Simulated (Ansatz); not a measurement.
The reference is a 16-atom supercell of InN in the zinc blende structure (space group F-43m, No. 216; a = 5.0490 Å) at its relaxed geometry.

(Cell as relaxed with PBE.)

Levels (all Ansatz, an electronic-structure program, PAW): PBE (420 eV, spin-orbit coupling left out); r2SCAN (500 eV, without spin-orbit coupling).

Each level relaxes its own structure.

Perturbation: a neutral N interstitial (started 2.06 Å from the nearest host atom), atoms relaxed at fixed cell, starting from a slightly rattled geometry.

```csv
quantity,PBE,r2SCAN
final site of the added atom,1 N at 1.30 Å and 4 In at 2.09–2.84 Å,___
largest displacement of a host atom from its site in the perfect cell,0.64 Å,___
pressure,8.7 GPa,___
```

**Question.** Predict the r2SCAN column.

**Answer.** 
- final site of the added atom, r2SCAN: 1 N at 1.33 Å and 3 In at 2.08–2.53 Å
- largest displacement of a host atom from its site in the perfect cell, r2SCAN: 0.66 Å
- pressure, r2SCAN: 8.6 GPa

They disagree on the final site of the added atom. Neither level is exact; r2SCAN is the comparison here, not a measurement.

In so small a cell the defect repeats every few ångströms: this is an ordered compound, not a dilute defect. The mesh was chosen for an insulator and is coarse for the gapless case. The final runs are not spin-polarised. This is not the structure that InN has at room temperature and ambient pressure.
